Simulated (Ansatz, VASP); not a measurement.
# GaP: VASP beside Ansatz, part 2 of 2

Wanted: the spread between two codes on one cell, functional and k mesh. The cell is taken from a series of VASP runs on this material, whose earlier steps may have relaxed, scaled or displaced it; both programs get it as it stands. Other levels of theory on this material are compared in a session of their own.

VASP 6.6.1 and Ansatz 0.2.0.

So far, gap on path (eV): step 4 (side by side) 1.58.

## 6. VASP: band structure, PBE with D3(BJ), spin-orbit coupling

Level of this step: PBE with D3(BJ), spin-orbit coupling; plane waves and PAW (Ga_d, P) (VASP).

The same cell, functional, mesh and smearing now go to VASP, with its own data sets and cutoff.

INCAR

```
SYSTEM = GaP
PREC = Accurate
ENCUT = 400
EDIFF = 1E-06
NELM = 100
ISMEAR = 0
SIGMA = 0.05
LREAL = .FALSE.
ALGO = Normal
GGA = PE
IVDW = 12
LNONCOLLINEAR = .TRUE.
MAGMOM = 0 0 0 0 0 0
NBANDS = 30
GGA_COMPAT = .FALSE.
LASPH = .TRUE.
LSORBIT = .TRUE.
LORBIT = 11
LWAVE = .FALSE.
LCHARG = .FALSE.
KPAR = 2
```

POSCAR

```
GaP
1.0
    0.0000000000      2.7205627809      2.7205627809
    2.7205627809      0.0000000000      2.7205627809
    2.7205627809      2.7205627809      0.0000000000
Ga P
1 1
Direct
    0.0000000000      0.0000000000      0.0000000000
    0.2500000000      0.2500000000      0.2500000000
```

KPOINTS

```
Automatic mesh
0
Gamma
6 6 6
0 0 0
```

KPOINTS_OPT

```
Line mode
16
Line-mode
Reciprocal
  0.00000000   0.00000000   0.00000000 GAMMA
  0.50000000   0.00000000   0.50000000 X

  0.50000000   0.00000000   0.50000000 X
  0.50000000   0.25000000   0.75000000 W

  0.50000000   0.25000000   0.75000000 W
  0.37500000   0.37500000   0.75000000 K

  0.37500000   0.37500000   0.75000000 K
  0.00000000   0.00000000   0.00000000 GAMMA

  0.00000000   0.00000000   0.00000000 GAMMA
  0.50000000   0.50000000   0.50000000 L

  0.50000000   0.50000000   0.50000000 L
  0.62500000   0.25000000   0.62500000 U

  0.62500000   0.25000000   0.62500000 U
  0.50000000   0.25000000   0.75000000 W

  0.50000000   0.25000000   0.75000000 W
  0.50000000   0.50000000   0.50000000 L

  0.50000000   0.50000000   0.50000000 L
  0.37500000   0.37500000   0.75000000 K

  0.62500000   0.25000000   0.62500000 U
  0.50000000   0.00000000   0.50000000 X
```

PAW data sets: Ga_d and P (PBE family, release 64).

The run is started by

```console
$ mpirun -np 2 vasp_ncl
```

Numbers of over 12 decimals in the logs are rounded to 6 here.

The log of the run:

```text
[... set-up lines as in an earlier step ...]
 entering main loop
       N       E                     dE             d eps       ncg     rms          rms(c)
DAV:   1     0.119402961379E+03    0.11940E+03   -0.72546E+03  1450   0.152E+03
DAV:   2     0.608241191007E+01   -0.11332E+03   -0.10677E+03  1396   0.399E+02
DAV:   3    -0.886519034067E+01   -0.14948E+02   -0.14767E+02  1578   0.107E+02
DAV:   4    -0.936576129179E+01   -0.50057E+00   -0.49961E+00  1640   0.214E+01
[...]
DAV:  11    -0.910379747259E+01   -0.77550E-04   -0.12576E-04  1562   0.168E-01    0.143E-02
DAV:  12    -0.910381591187E+01   -0.18439E-04   -0.37431E-05  1428   0.505E-02    0.923E-03
DAV:  13    -0.910381604919E+01   -0.13732E-06   -0.14408E-06  1596   0.107E-02
   1 F= -.97403637E+01 E0= -.97403637E+01  d E =-.933545E-11  mag=     0.0000    -0.0000    -0.0000
 Start KPOINTS_OPT (optional k-point list driver)
k-point batch [1-22\160]
       N       E                     dE             ncg
DAV:   1     0.623207832289E+03   -0.67907E+04     1450
DAV:   2    -0.182494575056E+04   -0.24482E+04     1390
DAV:   3    -0.215415696931E+04   -0.32921E+03     1568
DAV:   4    -0.216462860947E+04   -0.10472E+02     1662
DAV:   5    -0.216485340641E+04   -0.22480E+00     1680
DAV:   6    -0.216486445169E+04   -0.11045E-01     1994
DAV:   7    -0.216486458480E+04   -0.13311E-03     1700
DAV:   8    -0.216486458638E+04   -0.15794E-05     1530
DAV:   9    -0.216486458654E+04   -0.15754E-06     1054
[...]
k-point batch [155-160\160]
       N       E                     dE             ncg
DAV:   1     0.927314181803E+04   -0.33514E+04      406
DAV:   2     0.860723163338E+04   -0.66591E+03      360
DAV:   3     0.852358811647E+04   -0.83644E+02      466
DAV:   4     0.852134876634E+04   -0.22394E+01      464
DAV:   5     0.852130317921E+04   -0.45587E-01      476
DAV:   6     0.852130071210E+04   -0.24671E-02      586
DAV:   7     0.852130069900E+04   -0.13102E-04      486
DAV:   8     0.852130069878E+04   -0.21752E-06      402
```

Parts of OUTCAR (step 6):

```text
 Edisp (eV)   -0.63655

  Total      -0.02226    -0.02226    -0.02226     0.00000     0.00000    -0.00000
  in kB      -0.88547    -0.88547    -0.88547     0.00000     0.00000    -0.00000
  external pressure =       -0.89 kB  Pullay stress =        0.00 kB

 POSITION                                       TOTAL-FORCE (eV/Angst)
 -----------------------------------------------------------------------------------
      0.00000      0.00000      0.00000        -0.000000     -0.000000     -0.000000
      1.36028      1.36028      1.36028         0.000000      0.000000      0.000000
 -----------------------------------------------------------------------------------
    total drift:                                0.000001      0.000001      0.000001

  FREE ENERGIE OF THE ION-ELECTRON SYSTEM (eV)
  ---------------------------------------------------
  free  energy   TOTEN  =        -9.7403636867 eV

  energy  without entropy=       -9.7403636867  energy(sigma->0) =       -9.74036369

 magnetization (x)
# of ion       s       p       d       tot
------------------------------------------
    1        0.000   0.000  -0.000   0.000
    2        0.000   0.000   0.000   0.000
--------------------------------------------------
tot          0.000   0.000  -0.000   0.000

 magnetization (y)
# of ion       s       p       d       tot
------------------------------------------
    1        0.000  -0.000   0.000  -0.000
    2       -0.000   0.000   0.000   0.000
--------------------------------------------------
tot         -0.000   0.000   0.000  -0.000

 magnetization (z)
# of ion       s       p       d       tot
------------------------------------------
    1        0.000  -0.000   0.000   0.000
    2       -0.000   0.000   0.000   0.000
--------------------------------------------------
tot         -0.000   0.000   0.000   0.000

[... 1 part as in an earlier step ...]

[... 2 further parts left out ...]
[key lines of the parts left out:]
E-fermi :   4.9456
```

The run ends at a pressure of -0.09 GPa.

## 7. Differences

What differs besides the data sets and the points named for the pairs above, as far as they apply: spin-orbit coupling enters by fully relativistic files in Ansatz and inside the spheres in VASP. Total energies have different zeros and are not compared.

Compared:

```tsv
quantity	Ansatz	VASP	difference
pressure (GPa)	0.23	-0.09	+0.32
gap over the path points (eV)	1.552	1.552	0.000
```

Levels at points of the path, from each program's valence-band top (eV; 6 filled, then empty):

```tsv
k (reciprocal lattice)	Ansatz	VASP
0.000 0.000 0.000	-0.09 -0.09 0.00 0.00 0.00 0.00 1.84 1.84 3.74 3.74 3.91 3.91	-0.08 -0.08 0.00 0.00 0.00 0.00 1.84 1.84 3.74 3.74 3.91 3.91
0.167 0.000 0.167	-2.28 -2.28 -1.05 -1.05 -1.02 -1.02 2.74 2.74 3.80 3.80 5.35 5.35	-2.28 -2.28 -1.05 -1.05 -1.02 -1.02 2.75 2.75 3.80 3.80 5.36 5.36
0.333 0.000 0.333	-5.07 -5.07 -2.28 -2.28 -2.26 -2.26 1.72 1.72 2.88 2.88 8.14 8.14	-5.07 -5.07 -2.28 -2.28 -2.26 -2.26 1.72 1.72 2.88 2.88 8.16 8.16
0.433 0.000 0.433	-6.43 -6.43 -2.67 -2.67 -2.64 -2.64 1.55 1.55 2.05 2.05 9.88 9.88	-6.43 -6.43 -2.67 -2.67 -2.64 -2.64 1.55 1.55 2.05 2.05 9.90 9.90
0.500 0.000 0.500	-6.81 -6.81 -2.74 -2.74 -2.72 -2.72 1.61 1.61 1.79 1.79 10.53 10.53	-6.81 -6.81 -2.74 -2.74 -2.72 -2.72 1.61 1.61 1.79 1.79 10.55 10.55
0.500 0.083 0.583	-6.76 -6.76 -3.00 -2.98 -2.96 -2.93 2.13 2.16 2.32 2.33 9.38 9.40	-6.76 -6.76 -3.00 -2.98 -2.96 -2.93 2.14 2.16 2.32 2.33 9.40 9.42
0.500 0.183 0.683	-6.64 -6.63 -3.51 -3.49 -3.39 -3.35 3.74 3.76 3.92 3.94 7.11 7.16	-6.64 -6.63 -3.50 -3.49 -3.39 -3.35 3.74 3.77 3.92 3.94 7.12 7.18
0.500 0.250 0.750	-6.61 -6.59 -3.64 -3.62 -3.50 -3.45 4.67 4.67 4.84 4.87 6.02 6.11	-6.61 -6.59 -3.64 -3.62 -3.50 -3.45 4.68 4.68 4.84 4.87 6.03 6.12
0.450 0.300 0.750	-6.60 -6.59 -3.85 -3.83 -3.03 -3.00 3.49 3.50 4.85 4.86 6.66 6.70	-6.60 -6.59 -3.84 -3.82 -3.03 -3.00 3.49 3.50 4.86 4.86 6.67 6.71
0.408 0.342 0.750	-6.60 -6.59 -3.97 -3.95 -2.50 -2.48 2.46 2.47 4.79 4.80 7.61 7.63	-6.60 -6.59 -3.97 -3.95 -2.50 -2.48 2.46 2.47 4.80 4.80 7.62 7.65
```

Among the levels compared at these points, filled levels agree within 3 meV and empty ones within 24 meV.

## 8. Results

| Item | Value |
| --- | --- |
| difference in gap over the path points (band structure, PBE with D3(BJ)) | 0.0034 eV |
| difference in gap over the path points (band structure, PBE with D3(BJ), spin-orbit coupling) | 1.0e-4 eV |

In words: The difference in gap over the path points is 0.0034 eV (band structure, PBE with D3(BJ)), within the 0.08 eV picked in this series as the mark of a large difference. 5 further runs of this series are not shown here. Such differences can come from data sets, numerical settings and the points named under the comparisons, not from the functional's error against experiment.

[Lines on the potential files, build, host, timing and source positions are cut from VASP's logs without a mark.]

[Logs are printed without paths, hosts, clocks, repeated set-up lines and the standing remarks that a program may print on its own settings, such as how far it seeks lower states.]

[Hosts, paths, dates, database ids (printed as entryN), source tags and the programs' standing remarks are cut or masked in the printed files.]
